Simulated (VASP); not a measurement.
Here is a VASP 6.6.1 calculation.

INCAR

```
SYSTEM = GaSb
PREC = Accurate
ENCUT = 520
EDIFF = 1E-6
ISMEAR = -1
SIGMA = 0.02
LREAL = .False.
LASPH = .True.
NELM = 100
ALGO = Normal
ISIF = 2
LWAVE = .False.
LCHARG = .False.
GGA = PE
NBANDS = 16
```

Contents of KPOINTS:

```
regular mesh
0
Gamma
  6 6 6
  0 0 0
```

POSCAR

```
GaSb
1.0
    0.0000000000      3.1099061810      3.1099061810
    3.1099061810      0.0000000000      3.1099061810
    3.1099061810      3.1099061810      0.0000000000
Ga Sb
1 1
Direct
    0.0000000000      0.0000000000      0.0000000000
    0.2500000000      0.2500000000      0.2500000000
```

Potentials or basis: VASP PAW PBE potentials, release 64 (Ga_d, Sb).

Launch:

```bash
$ cat potpaw_PBE.64/Ga_d/POTCAR potpaw_PBE.64/Sb/POTCAR > POTCAR
$ mpirun -np 1 vasp_std > vasp.out
```

(1) Predict the band gap on the k mesh.

(2) Estimate the pressure.

Results:

(1) zero (filled and empty bands touch).

(2) 0.0 GPa.

Caveat: semilocal functionals underestimate gaps, so a narrow gap can read as zero; spin-orbit coupling is left out, which moves the levels of the heavy elements.

**Measured values to compare with.**

From a printed reference work, data compilation, for a bulk crystal of GaSb at 4.2 K: band gap 0.811 eV (direct).

A measured gap of GaSb is 0.811 eV (direct; 4.2 K; a printed reference work, data compilation); the calculated 0.00 eV misses it by -0.81 eV. Spin-orbit coupling on Ga, Sb is left out. The value is that of PBE on a finite k mesh, which can miss the band edges, without temperature or zero-point motion. Semilocal functionals fall short of measured gaps as a rule.
